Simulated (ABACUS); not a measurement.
The system is ZrB2.

```xyz
3
Lattice="3.1700 0.0000 0.0000 -1.5850 2.7453 0.0000 0.0000 0.0000 3.5330" Properties=species:S:1:pos:R:3 pbc="T T T"
Zr    0.0000    0.0000    0.0000
B     1.5850    0.9151    1.7665
B     0.0000    1.8302    1.7665
```

Program: ABACUS 3.10.1. Alike in all runs: task single point; no spin polarisation; cell as given; k mesh 8 × 8 × 6; smearing fermi-dirac 0.05 eV.

Problem. Order these runs on this cell by their pressure, lowest first.
A. level HLE16; potentials or basis PseudoDojo NC SR 0.5 PBE standard, plane waves; cutoff (eV) 1034; radial cutoff of the potentials (pseudo_rcut) 7 bohr
B. level BLYP; potentials or basis Ansatz NC PBE, plane waves; cutoff (eV) 1129; radial cutoff of the potentials (pseudo_rcut) 7 bohr
C. level BP86; potentials or basis GBRV ultrasoft 1.5 PBE, plane waves; cutoff (eV) 544; radial cutoff of the potentials (pseudo_rcut) 10 bohr

Solution. A (-50.3 GPa), C (1.4 GPa), B (9.1 GPa).

Caveats: the potentials were made for another functional, which shifts forces and pressure; the cell as given lies far from equilibrium (some runs); the potentials were made for a functional far from this one (some runs); so large a pressure means that the cell lies far from this level's equilibrium, or that cutoff or potentials fall short (some runs).
